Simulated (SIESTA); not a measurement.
# HfN (Fm-3m) in SIESTA: a run that goes wrong, beside a sound one

A flawed run on HfN and a sound one for comparison.

Everything below comes from runs of SIESTA 5.4.2. Logs are shortened: lines on timing, memory, paths and dates and some standing lists are left out, and cuts for length are marked.

### Step 1. The structure

The structure is cubic, space group Fm-3m (No. 225). Conventional cell: a = 4.512 Å, b = 4.512 Å, c = 4.512 Å, α = 90.00°, β = 90.00°, γ = 90.00°. Hf (site symmetry m-3m) has 6 N at 2.26 Å as nearest neighbours. N (site symmetry m-3m) has 6 Hf at 2.26 Å as nearest neighbours.

### Step 2. A run with an altered input

Input file HfN.fdf:

```
SystemName                      HfN
SystemLabel                     HfN
NumberOfSpecies                 2
NumberOfAtoms                   2
%block ChemicalSpeciesLabel
  1  72 Hf
  2   7 N
%endblock ChemicalSpeciesLabel

LatticeConstant                 1.0 Ang
%block LatticeVectors
     0.0000000000     2.2560000000     2.2560000000
     2.2560000000     0.0000000000     2.2560000000
     2.2560000000     2.2560000000     0.0000000000
%endblock LatticeVectors
AtomicCoordinatesFormat         Ang
%block AtomicCoordinatesAndAtomicSpecies
     0.0000000000     0.0000000000     0.0000000000  1
     2.2560000000     2.2560000000     2.2560000000  2
%endblock AtomicCoordinatesAndAtomicSpecies

%block kgrid.MonkhorstPack
   10   0   0  0.0
    0  10   0  0.0
    0   0  10  0.0
%endblock kgrid.MonkhorstPack
XC.Functional                   GGA
XC.Authors                      HSE06
PAO.BasisSize                   DZP
PAO.EnergyShift                 0.003 Ry
Mesh.Cutoff                     800 Ry
OccupationFunction              FD
ElectronicTemperature           0.05 eV
MaxSCFIterations                75
SCF.MustConverge                false
SCF.Mixer.Method                Pulay
SCF.Mixer.Weight                0.25
SCF.Mixer.History               8
SCF.DM.Tolerance                5.0e-05
SCF.H.Tolerance                 1.0e-03 eV
WriteForces                     true
Charge.Mulliken                 end
%block PAO.Basis
  Hf 5
  n=5 0 2
    3.241 0.000
  n=6 0 2
    8.163 0.000
  n=5 1 2
    3.929 0.000
  n=6 1 1
    8.163
  n=5 2 2
    7.906 0.000
%endblock PAO.Basis
```

Potentials or basis: PseudoDojo 0.4 standard (PBE files), DZP (energy shift 0.003 Ry; two zetas on semicore shells).

The run is started by

```sh
siesta HfN.fdf > HfN.out 2>&1
```

HfN.out:

```text
Version         : 5.4.2

                           ***********************
                           *  WELCOME TO SIESTA  *
                           ***********************

 NOTE: Siesta V5 introduces some new defaults for basis-set generation
 NOTE: which might lead to slightly different numerical results.
 NOTE: Please see the manual for full details and compatibility measures.

reinit: Reading from file HfN.fdf

reinit: -----------------------------------------------------------------------
reinit: System Name: HfN
[... 700 lines left out ...]
             -0.062  -0.062   0.031   0.031   0.031   0.992   0.992   0.525

              0.992   0.525  -0.393  -0.393  -0.108  -0.393  -0.108

Species: N
Atom  Qatom  Qorb
               2s      2s      2py     2pz     2px     2py     2pz     2px
               3Pdxy   3Pdyz   3Pdz2   3Pdxz   3Pdx2-y2
   2  6.043   1.992  -0.263   1.934   1.934   1.934  -0.529  -0.529  -0.529
              0.026   0.026   0.010   0.026   0.010

mulliken: Qtot =       17.000

Mulliken Atomic Populations:
Atom #   charge [q] valence [e]  Species
     1     1.043006   10.956994  Hf
     2    -1.043006    6.043006  N
 Total     0.000000

Job completed
```

Run time: 2.5 min. Hardware: 1 thread of Intel Xeon Platinum 8259CL at 2.50GHz (Skylake/Cascade Lake), shared host; peak memory 0.32 GiB.

The run converged. The input was made wrong on purpose: hybrid's name, of which only the semilocal part is applied (XC.Mix = left out; XC.Functional = GGA; XC.Authors = HSE06). The program ran through all the same, so the numbers look like a result but aren't the crystal's properties.

### Step 3. Single point, PBE

Edit HfN.fdf of step 2 so:

```diff
@@ -27,4 +27,4 @@
 XC.Functional                   GGA
-XC.Authors                      HSE06
-PAO.BasisSize                   DZP
+XC.Authors                      PBE
+PAO.BasisSize                   SZ
 PAO.EnergyShift                 0.003 Ry
@@ -33,3 +33,3 @@
 ElectronicTemperature           0.05 eV
-MaxSCFIterations                75
+MaxSCFIterations                120
 SCF.MustConverge                false
@@ -42,14 +42 @@
 Charge.Mulliken                 end
-%block PAO.Basis
-  Hf 5
-  n=5 0 2
-    3.241 0.000
-  n=6 0 2
-    8.163 0.000
-  n=5 1 2
-    3.929 0.000
-  n=6 1 1
-    8.163
-  n=5 2 2
-    7.906 0.000
-%endblock PAO.Basis
```

Potentials or basis: PseudoDojo 0.4 standard (PBE files), SZ (energy shift 0.003 Ry).

The run is started by

```sh
siesta < HfN.fdf > HfN.out 2>&1
```

It took 31 s on 1 thread of Intel Xeon Platinum 8259CL at 2.50GHz (Skylake/Cascade Lake), shared host; peak memory 0.25 GiB.

Results (log left out):

- Free energy: -1819.0459 eV
- Pressure: 5.0 GPa
- Band gap on the k mesh: none (metal or under the smearing width)

Caveat: the basis has no polarisation orbitals; short orbitals over semicore shells can move pressures by several GPa; the basis of atomic orbitals isn't converged, which shifts pressures, moduli and gaps.
